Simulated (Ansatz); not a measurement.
Input file of a DFT run on LaB6 with Ansatz:

```yaml
crystal:
  lattice:
    - [4.1549734142, 0.0, 0.0]
    - [0.0, 4.1549734142, 0.0]
    - [0.0, 0.0, 4.1134236801]
  atoms:
    - { symbol: La, position: [0.0, 0.0, 0.0] }
    - { symbol: B, position: [0.1998455931, 0.5, 0.5] }
    - { symbol: B, position: [0.8001544069, 0.5, 0.5] }
    - { symbol: B, position: [0.5, 0.5, 0.1998455931] }
    - { symbol: B, position: [0.5, 0.5, 0.8001544069] }
    - { symbol: B, position: [0.5, 0.1998455931, 0.5] }
    - { symbol: B, position: [0.5, 0.8001544069, 0.5] }
basis:
  ecutwfc: 420
  ecutrho_ratio: 4
kpoints:
  mp_grid: { grid: [8, 8, 8] }
hamiltonian:
  xc: pbe
scf:
  occupations: { method: gaussian, width: 0.05 }
output:
  forces: true
  stress: true
  eigenvalues: true
```

Launched as:
```sh
ansatz run input.yaml --threads 4 --pin off --max-ram 8192MiB --backend cpu --events-out ev --progress --plain --runs-dir out
```

The start was a prototype's sites filled with these elements; the Crystallography Open Database holds the compound in this structure.

Task: What will the run give?

Result: Pressure 1.8 GPa, gap on the mesh zero (metallic), largest force component 0.048 eV/Å (PBE, scalar-relativistic).

Task: About how long does the run take on 4 threads of Arm Neoverse V1, with other jobs on the host, and how much memory does it need?

Result: About 1.9 s, with a peak of 0.43 GiB.

The output:

```
Pseudopotentials: kind: paw
Pseudopotential: La, paw, valence charge 11, recommended cutoff 420 eV (normal), La.paw.azcp
Pseudopotential: B, paw, valence charge 3, recommended cutoff 420 eV (normal), B.paw.azcp
Crystal: 7 atoms, lattice volume = 71.013 Å³
Basis set: ecut = 420 eV, 1357 PW (Γ), exchange–correlation on 60×60×60 points (8 copies of the dense FFT grid, shifted against one another)
Bands: 22, of which v1, the nominal top of the filled ones, is band 15 counted from 1 (14 counted from 0)
Symmetry: 16 space group operations
Space group: P4/mmm (ITA 123), of the structure as read, at distance tolerance 4.1e-5 Å
k-points: 75 of 512
Initial density: superposition of atomic densities (neutral atoms: chi_scale 0, normalization atom), corrected by the library's trained network
Initial wavefunctions: pseudopotential atomic-orbital guess
Functional: x = pbe(κ = 0.804, μ = 0.21951), c = pbe(β = 0.06672)
```

SCF trace (energy estimate counted from the last row):
| iteration | ΔE (eV) | density residual (eV) |
| --- | --- | --- |
| 1 | -3.8e-03 | 1.15e-2 |
| 2 | -5.4e-04 | 2.14e-3 |
| 3 | 2.9e-05 | 1.02e-4 |
| 4 | 1.7e-05 | 2.52e-6 |
| 5 | 0.000 | 1.26e-7 |
| 6 | 0.000 | 5.90e-9 |

```
SCF 1 converged in 6 iterations: F = -7189.501075 eV  dr2 = 5.90e-9
SCF converged after 6 iterations
Free energy (F): -7189.501075 eV
E sigma→0 (E₀):  -7189.500568 eV
Entropy (-TS):   -0.001016 eV (-0.145 meV/atom)
Fermi energy:    12.190125 eV
--- Per-component energies (eV) ---
  E_band       = 51.545964
  E_kinetic    = 494.140274
  E_local      = -383.070463  (includes V_loc(G=0)·N_el)
  E_nonlocal   = 166.113946
  E_hartree    = 118.499063
  E_xc         = -335.695350
  E_vxc        = -381.095476  (∫ρ·V_xc dr)
  E_paw        = -5889.779251  (= ΣΔE_a)
  E_vpaw       = -81.540941  (= ΣTr[D̂ρ^β])
  E_aug_tail   = -0.000016  (compensation charges beyond the density's cutoff)
  E_ewald      = -1359.708262
  E_smearing   = -0.001016  (= −TS)
--- Forces (eV/Å), atoms counted from 1 ---
  atom   1  La     0.00000000     0.00000000     0.00000000
  atom   2  B     -0.02979853     0.00000000     0.00000000
  atom   3  B      0.02979853     0.00000000     0.00000000
  atom   4  B      0.00000000     0.00000000    -0.04813427
  atom   5  B      0.00000000     0.00000000     0.04813427
  atom   6  B      0.00000000    -0.02979853     0.00000000
  atom   7  B      0.00000000     0.02979853     0.00000000
--- Stress (GPa, compression-positive) ---
        0.240336       0.000000       0.000000
        0.000000       0.240336       0.000000
        0.000000       0.000000       4.877597
  P = ⅓ Tr σ = 1.7861 GPa (17.861 kbar)
```

Absolute energies hang on the potentials; compare differences alone.

Spin–orbit coupling, which matters for such heavy elements, is left out. The cell is a metal with an odd number of electrons, and spin polarisation wasn't tried.
